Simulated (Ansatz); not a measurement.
# FeS2: the cost of one run

Code: Ansatz 0.2.0. PAW datasets, plane waves, zero pressure. Calculated at 0 K for a non-magnetic cell.

## (1) Starting point

It is cubic, Pa-3 (No. 205); a = 5.397 Å in the conventional setting, 13.10 Å³ an atom. Near Fe stand 6 S at 2.26 Å; near S stand 1 S at 2.14 Å and 3 Fe at 2.26 Å.

Structure file:

```
CELL_PARAMETERS angstrom
5.39682 0.00000 0.00000
0.00000 5.39682 0.00000
0.00000 0.00000 5.39682
ATOMIC_POSITIONS crystal
Fe 0.00000 0.50000 0.50000
Fe 0.50000 0.50000 0.00000
Fe 0.50000 0.00000 0.50000
Fe 0.00000 0.00000 0.00000
S 0.38538 0.11462 0.88538
S 0.11462 0.88538 0.38538
S 0.88538 0.38538 0.11462
S 0.61462 0.61462 0.61462
S 0.38538 0.38538 0.38538
S 0.11462 0.61462 0.88538
S 0.88538 0.11462 0.61462
S 0.61462 0.88538 0.11462
```

## (2) Relaxing with PBE

The input, input.yaml:

```yaml
crystal:
  lattice:
    - [5.3968238, 0.0, 0.0]
    - [0.0, 5.3968238, 0.0]
    - [0.0, 0.0, 5.3968238]
  atoms:
    - { symbol: Fe, position: [0.0, 0.5, 0.5] }
    - { symbol: Fe, position: [0.5, 0.5, 0.0] }
    - { symbol: Fe, position: [0.5, 0.0, 0.5] }
    - { symbol: Fe, position: [0.0, 0.0, 0.0] }
    - { symbol: S, position: [0.38538014, 0.11461986, 0.88538014] }
    - { symbol: S, position: [0.11461986, 0.88538014, 0.38538014] }
    - { symbol: S, position: [0.88538014, 0.38538014, 0.11461986] }
    - { symbol: S, position: [0.61461986, 0.61461986, 0.61461986] }
    - { symbol: S, position: [0.38538014, 0.38538014, 0.38538014] }
    - { symbol: S, position: [0.11461986, 0.61461986, 0.88538014] }
    - { symbol: S, position: [0.88538014, 0.11461986, 0.61461986] }
    - { symbol: S, position: [0.61461986, 0.88538014, 0.11461986] }
kpoints:
  mp_grid: { grid: [4, 4, 4] }
hamiltonian:
  xc: pbe
scf:
  occupations: { method: fermi_dirac, width: 0.02 }
relax:
  f_tol: 0.005
  cell: {}
```

Command:

```bash
> ansatz run input.yaml --threads 8 --pin off --max-ram 12902MiB --backend cpu --events-out ev --progress --plain --runs-dir out
```

**Question.** How long does this run take on 8 threads of AMD EPYC 7R43 (Zen 3), shared host, and how much memory does it need?

About 6 s, with a peak of 0.89 GiB.
